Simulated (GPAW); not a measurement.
# CdO (Monteponite) (Fm-3m) in GPAW: further runs

The runs below take CdO (Monteponite) through single point, with AM05, B3LYP.

All numbers are computed with GPAW 26.7.0; they aren't measurements. Logs are shortened: lines on timing, memory, paths and dates and some standing lists are left out, and cuts for length are marked. The log counts tension as positive stress, the text compression.

## 1. The structure

It takes space group Fm-3m (No. 225, cubic). Conventional cell: a = 4.699 Å, b = 4.699 Å, c = 4.699 Å, α = 90.00°, β = 90.00°, γ = 90.00°. Cd (site symmetry m-3m) has 6 O at 2.35 Å as nearest neighbours. O (site symmetry m-3m) is surrounded by 6 Cd at 2.35 Å.

## 2. Single point, AM05

run.py

```python
import spglib
from ase import Atoms
from ase.dft.bandgap import bandgap
from ase.io import read, write
from ase.units import GPa
from gpaw import GPAW, PW, setup_paths

setup_paths.insert(0, '.')

atoms = read('CdO.cif')
cell, positions, numbers = spglib.find_primitive(
    (atoms.cell[:], atoms.get_scaled_positions(), atoms.numbers), symprec=1e-4)
atoms = Atoms(numbers, cell=cell, scaled_positions=positions, pbc=True)

calc = GPAW(mode=PW(650),
            xc='AM05',
            kpts={'size': (8, 8, 8), 'gamma': True},
            occupations={'name': 'fermi-dirac', 'width': 0.05},
            nbands=18,
            convergence={'density': 1e-05, 'energy': 1e-05},
            maxiter=80,
            txt='gpaw.txt')
atoms.calc = calc
energy = atoms.get_potential_energy()
forces = atoms.get_forces()
stress = atoms.get_stress()
calc.write('gs.gpw')
write('result.traj', atoms)
print(f'Energy: {energy:.6f} eV')
print('Forces (eV/A):')
print(forces.round(4))
print('Stress (GPa):', (stress / GPa).round(3))
print('Fermi level:', round(calc.get_fermi_level(), 4), 'eV')
print(f'Gap: {bandgap(calc)[0]:.4f} eV, direct: {bandgap(calc, direct=True)[0]:.4f} eV')
```

CdO.cif

```cif
data_CdO
_cell_length_a 4.69900000
_cell_length_b 4.69900000
_cell_length_c 4.69900000
_cell_angle_alpha 90.00000000
_cell_angle_beta 90.00000000
_cell_angle_gamma 90.00000000
_space_group_name_H-M_alt 'Fm-3m'
_space_group_name_Hall '-F 4 2 3'
_space_group_IT_number 225
loop_
_space_group_symop_operation_xyz
'x,y,z'
'-x,-y,-z'
'-y,x,z'
'y,-x,-z'
'-x,-y,z'
'x,y,-z'
'y,-x,z'
'-y,x,-z'
'x,-y,-z'
'-x,y,z'
'-y,-x,-z'
'y,x,z'
'-x,y,-z'
'x,-y,z'
'y,x,-z'
'-y,-x,z'
'z,x,y'
'-z,-x,-y'
'z,-y,x'
'-z,y,-x'
'z,-x,-y'
'-z,x,y'
'z,y,-x'
'-z,-y,x'
'-z,x,-y'
'z,-x,y'
'-z,-y,-x'
'z,y,x'
'-z,-x,y'
'z,x,-y'
'-z,y,x'
'z,-y,-x'
'y,z,x'
'-y,-z,-x'
'x,z,-y'
'-x,-z,y'
'-y,z,-x'
'y,-z,x'
'-x,z,y'
'x,-z,-y'
'-y,-z,x'
'y,z,-x'
'-x,-z,-y'
'x,z,y'
'y,-z,-x'
'-y,z,x'
'x,-z,y'
'-x,z,-y'
'x,y+1/2,z+1/2'
'-x,-y+1/2,-z+1/2'
'-y,x+1/2,z+1/2'
'y,-x+1/2,-z+1/2'
[... 63 lines left out ...]
'-z+1/2,y,-x+1/2'
'z+1/2,-x,-y+1/2'
'-z+1/2,x,y+1/2'
'z+1/2,y,-x+1/2'
'-z+1/2,-y,x+1/2'
'-z+1/2,x,-y+1/2'
'z+1/2,-x,y+1/2'
'-z+1/2,-y,-x+1/2'
'z+1/2,y,x+1/2'
'-z+1/2,-x,y+1/2'
'z+1/2,x,-y+1/2'
'-z+1/2,y,x+1/2'
'z+1/2,-y,-x+1/2'
'y+1/2,z,x+1/2'
'-y+1/2,-z,-x+1/2'
'x+1/2,z,-y+1/2'
'-x+1/2,-z,y+1/2'
'-y+1/2,z,-x+1/2'
'y+1/2,-z,x+1/2'
'-x+1/2,z,y+1/2'
'x+1/2,-z,-y+1/2'
'-y+1/2,-z,x+1/2'
'y+1/2,z,-x+1/2'
'-x+1/2,-z,-y+1/2'
'x+1/2,z,y+1/2'
'y+1/2,-z,-x+1/2'
'-y+1/2,z,x+1/2'
'x+1/2,-z,y+1/2'
'-x+1/2,z,-y+1/2'
'x+1/2,y+1/2,z'
'-x+1/2,-y+1/2,-z'
'-y+1/2,x+1/2,z'
'y+1/2,-x+1/2,-z'
'-x+1/2,-y+1/2,z'
'x+1/2,y+1/2,-z'
'y+1/2,-x+1/2,z'
'-y+1/2,x+1/2,-z'
'x+1/2,-y+1/2,-z'
'-x+1/2,y+1/2,z'
'-y+1/2,-x+1/2,-z'
'y+1/2,x+1/2,z'
'-x+1/2,y+1/2,-z'
'x+1/2,-y+1/2,z'
'y+1/2,x+1/2,-z'
'-y+1/2,-x+1/2,z'
'z+1/2,x+1/2,y'
'-z+1/2,-x+1/2,-y'
'z+1/2,-y+1/2,x'
'-z+1/2,y+1/2,-x'
'z+1/2,-x+1/2,-y'
'-z+1/2,x+1/2,y'
'z+1/2,y+1/2,-x'
'-z+1/2,-y+1/2,x'
'-z+1/2,x+1/2,-y'
'z+1/2,-x+1/2,y'
'-z+1/2,-y+1/2,-x'
'z+1/2,y+1/2,x'
'-z+1/2,-x+1/2,y'
'z+1/2,x+1/2,-y'
'-z+1/2,y+1/2,x'
'z+1/2,-y+1/2,-x'
'y+1/2,z+1/2,x'
'-y+1/2,-z+1/2,-x'
'x+1/2,z+1/2,-y'
'-x+1/2,-z+1/2,y'
'-y+1/2,z+1/2,-x'
'y+1/2,-z+1/2,x'
'-x+1/2,z+1/2,y'
'x+1/2,-z+1/2,-y'
'-y+1/2,-z+1/2,x'
'y+1/2,z+1/2,-x'
'-x+1/2,-z+1/2,-y'
'x+1/2,z+1/2,y'
'y+1/2,-z+1/2,-x'
'-y+1/2,z+1/2,x'
'x+1/2,-z+1/2,y'
'-x+1/2,z+1/2,-y'
loop_
_atom_site_label
_atom_site_type_symbol
_atom_site_symmetry_multiplicity
_atom_site_Wyckoff_symbol
_atom_site_fract_x
_atom_site_fract_y
_atom_site_fract_z
_atom_site_occupancy
Cd1 Cd 4 a 0.0000000000 0.0000000000 0.0000000000 1
O1 O 4 b 0.5000000000 0.0000000000 0.0000000000 1
```

Potentials or basis: PAW data sets generated in the run's folder for this functional, pw.

Run with:

```
> gpaw-setup -f AM05 Cd O
> OMP_NUM_THREADS=1 python run.py
```

gpaw.txt:

```text
__  _  _
 | _ |_)|_||  |
 |__||  | ||/\| - 26.7.0

Input parameters:
  mode=PW(ecut=650.0),
  convergence={'density': 1e-05, 'energy': 1e-05},
  kpts=MonkhorstPack(size=(8, 8, 8), gamma=True),
  maxiter=80,
  nbands=18,
  occupations=Occupations(name='fermi-dirac', width=0.05),
  xc=XC(name='AM05')

Diagonalizing LCAO Hamiltonian
Converting LCAO to pw mode

               O

       Cd

Atoms  # Å, Bohr magnetons
|   | symbol |        x |        y |        z |    initial magnetic moments |
|---|--------|----------|----------|----------|-----------------------------|
| 0 |     Cd | 0.000000 | 0.000000 | 0.000000 | ( 0.0000,  0.0000,  0.0000) |
| 1 |      O | 2.349500 | 2.349500 | 2.349500 | ( 0.0000,  0.0000,  0.0000) |

Unit cell  # Å
| periodic |        x |        y |        z |  lengths |    angles |
|----------|----------|----------|----------|----------|-----------|
|      yes | 0.000000 | 2.349500 | 2.349500 | 3.322695 | 60.000000 |
|      yes | 2.349500 | 0.000000 | 2.349500 | 3.322695 | 60.000000 |
|      yes | 2.349500 | 2.349500 | 0.000000 | 3.322695 | 60.000000 |

Number of symmetries: 48
[... 51 lines left out ...]

BZ-sampling:
  Number of BZ points: 512
  Number of IBZ points: 29

  Monkhorst-Pack size: [8, 8, 8]
  Monkhorst-Pack shift: [0.0625, 0.0625, 0.0625]

K-points  # in reciprocal-cell coordinates
|     |                                coordinates |     weight |
|-----|--------------------------------------------|------------|
|   0 | (  0.00000000,   0.00000000,   0.00000000) | 0.00195312 |
|   1 | (  0.12500000,   0.12500000,   0.00000000) | 0.01171875 |
|   2 | (  0.12500000,   0.12500000,   0.12500000) | 0.01562500 |
|   3 | (  0.25000000,   0.12500000,   0.12500000) | 0.02343750 |
|   4 | (  0.25000000,   0.25000000,   0.00000000) | 0.01171875 |
|   5 | (  0.25000000,   0.25000000,   0.12500000) | 0.04687500 |
|   6 | (  0.25000000,   0.25000000,   0.25000000) | 0.01562500 |
|   7 | (  0.37500000,   0.25000000,  -0.37500000) | 0.04687500 |
|   8 | (  0.37500000,   0.25000000,   0.12500000) | 0.04687500 |
|   9 | (  0.37500000,   0.25000000,   0.25000000) | 0.04687500 |
| ... |                                            |            |
|  28 | (  0.50000000,   0.50000000,   0.50000000) | 0.00781250 |

Plane wave coefficients: 992
Cutoff: 650.0 eV

Spin-components: 1 (collinear spins)
Bands:           18
Projectors:      11
Spin-degeneracy: 2
Datatype:        complex128

Density:
  Valence electrons: 18.0
  Components: 1
  Grid points: [20 20 20]
  Charge: 0.0  # |e|

Potential:
  Grid points: [20 20 20]

species:
  Cd:
    name:    Cadmium
    Z:       48.0
    valence: 12
    core:    36
    charge:  0.0  # [|e|]
    compensation charges:
      type: gauss
      rc: 0.38  # [Å]
      lmax: 2
    cutoffs:
      filter: 2.12  # [Å]
      core: 2.62  # [Å]
    projectors
    | kind |    occ | energy [eV] | rcut [Å] |
    |------|--------|-------------|----------|
    |   5s |  2.000 |      -5.642 |    1.191 |
    |   5p |  0.000 |      -1.115 |    1.228 |
    |   4d | 10.000 |     -11.724 |    1.164 |
    |    s |        |      21.569 |    1.191 |
    |    p |        |      26.096 |    1.228 |
    |    d |        |      15.487 |    1.164 |

    Using partial waves for Cd as LCAO basis

  O:
    name:    Oxygen
    Z:       8.0
    valence: 6
    core:    2
    charge:  0.0  # [|e|]
    compensation charges:
      type: gauss
      rc: 0.21  # [Å]
      lmax: 2
    cutoffs:
      filter: 1.17  # [Å]
      core: 0.83  # [Å]
    projectors
    | kind |    occ | energy [eV] | rcut [Å] |
    |------|--------|-------------|----------|
    |   2s |  2.000 |     -23.729 |    0.688 |
    |   2p |  4.000 |      -8.955 |    0.598 |
    |    s |        |       3.482 |    0.688 |
    |    p |        |      18.256 |    0.598 |
    |    d |        |       0.000 |    0.619 |

    Using partial waves for O as LCAO basis

Reference energy: -154072.082985  # eV

eigensolver:
  PPCG
  Converge bands: occupied
  niter=2

density mixing:
  MSR1-Mixer
  Pratt-step length: 0.05
  Maximum mixing coefficient: 0.75
  Old densities: 10
  SVD Regularization: 0.005
  Good broyden scale: 1.0
  Trust region scale: 1.0
  Backstep threshold: 4.0
  History deletion threshold: 6.0
  Fourier metric: weight=20.0, sigma=0.015

occupation numbers:
  Fermi-Dirac:
    width: 0.0500  # eV

poisson solver:
  ecut: 5200.0  # eV

xc functional:
  name: AM05 with 2 nearest neighbor stencil

convergence criteria:
- Maximum integral of absolute [dens]ity change: 1e-05 electrons / valence electron
- Maximum [total energy] change in last 3 cyles: 1e-05 eV / valence electron
- Maximum integral of absolute [eigenst]ate change: 4e-08 eV^2 / valence electron
maximum number of iterations: 80

SCF iterations
|iter     | |      energy | eigst |  dens |
|---------|-|-------------|-------|-------|
|iter:   1| |  -10.040167 | -0.55 |       |
|iter:   2| |   -9.547339 | -2.28 | -0.97 |
|iter:   3| |   -8.440256 | -1.19 | -1.02 |
|iter:   4| |   -8.423475 | -3.40 | -1.52 |
|iter:   5| |   -8.416708 | -3.59 | -1.77 |
|iter:   6| |   -8.416743 | -5.51 | -2.98 |
|iter:   7| |   -8.416750c| -6.44 | -3.36 |
|iter:   8| |   -8.416750c| -8.46c| -4.40 |
|iter:   9| |   -8.416750c| -7.97c| -4.98 |
|iter:  10| |   -8.416750c| -9.16c| -6.04c|

Converged in 10 steps
Energy contributions relative to reference atoms: (reference = -154072.082985)

Energy contributions:
  Kinetic:          25.746464
  Coulomb:         -22.855624
  Zero:              0.175269
  External:          0.000000
  Xc:              -11.482398
  Entropy:          -0.000923
  Spinorbit:         0.000000
  ----------------------------
  Free energy:      -8.417212
  Extrapolated:     -8.416750

dipole moment: (-15.309715, -15.309715, -15.309715)  # |e|*Ang

Fermi level: 6.451
Eigenvalues  # (at kpt = [0.000, 0.000, 0.000])
| band index |      eig [eV] | occ [0-2] |
|------------|---------------|-----------|
|          0 |       -10.959 |     2.000 |
|        ... |               |           |
|          2 |        -0.330 |     2.000 |
|          3 |        -0.330 |     2.000 |
|          4 |        -0.032 |     2.000 |
|          5 |        -0.032 |     2.000 |
|          6 |         4.885 |     2.000 |
|          7 |         4.885 |     2.000 |
[... 8 lines left out ...]
|         16 |        24.344 |     0.000 |
|         17 |        29.408 |     0.000 |

No gap
No difference between direct/indirect transitions

Forces  # eV/Ang
|        x |       y |        z |
|----------|---------|----------|
|  0.00000 | 0.00000 |  0.00000 |  # Cd   0
| -0.00000 | 0.00000 | -0.00000 |  # O    1

Stress tensor  # eV/Ang^3
|        x |         y |         z |
|----------|-----------|-----------|
| 0.014772 |  0.000000 |  0.000000 |
| 0.000000 |  0.014772 | -0.000000 |
| 0.000000 | -0.000000 |  0.014772 |

# Writing to gs.gpw (mode='')
```

Wall time 11 s (1 thread of Arm Neoverse V2, shared host); peak memory 0.14 GiB.

What came out:

```
Free energy            : -8.4172 eV
Pressure               : -2.4 GPa
Band gap on the k mesh : none (metal or under the smearing width)
```

Caveat: the cutoff is short for stress and forces, so pressures can be off by a GPa or more; this crystal is a semiconductor, whose small gap the functional closes, so the metal is an error of the method.

## 3. Single point, B3LYP

run.py

```python
from ase.dft.bandgap import bandgap
from ase.io import read, write
from gpaw import GPAW, PW

atoms = read('POSCAR')

calc = GPAW(mode=PW(600),
            xc='B3LYP',
            kpts={'size': (3, 3, 3), 'gamma': True},
            occupations={'name': 'fermi-dirac', 'width': 0.05},
            nbands=14,
            convergence={'density': 1e-05, 'energy': 1e-05},
            maxiter=60,
            txt='gpaw.txt')
atoms.calc = calc
energy = atoms.get_potential_energy()
calc.write('gs.gpw')
write('result.traj', atoms)
print(f'Energy: {energy:.6f} eV')
print('Fermi level:', round(calc.get_fermi_level(), 4), 'eV')
print(f'Gap: {bandgap(calc)[0]:.4f} eV, direct: {bandgap(calc, direct=True)[0]:.4f} eV')
```

POSCAR

```
CdO
1.0
    0.0000000000      2.3495000000      2.3495000000
    2.3495000000      0.0000000000      2.3495000000
    2.3495000000      2.3495000000      0.0000000000
Cd O
1 1
Direct
    0.0000000000      0.0000000000      0.0000000000
    0.5000000000      0.5000000000      0.5000000000
```

Potentials or basis: GPAW PAW data sets (gpaw-data 1.2.1), pw.

Run with:

```
> OMP_NUM_THREADS=1 python run.py
```

Run time: 5.7 min. Hardware: 1 thread of Arm Neoverse V1, shared host; peak memory 0.19 GiB.

Results (log left out):

```
Free energy            : -23.7972 eV
Band gap on the k mesh : 1.69 eV, indirect (least direct gap 2.76 eV)
```

Levels at points of the mesh, in eV from the valence-band top:
| k point | band 7 | band 8 | band 9 | band 10 |
| --- | --- | --- | --- | --- |
| (0.00, 0.00, 0.00) | -1.07 | -1.07 | -1.07 | 1.69 |

Caveat: the k mesh is coarse (spacing up to 0.77 Å⁻¹), so the values aren't converged, least of all with exact exchange; exact exchange converges slowly with the k mesh, and this mesh is small; the PAW data sets were made with another functional, which shifts forces and pressure a little; an odd mesh through Γ misses points on the zone boundary, where band edges often lie.
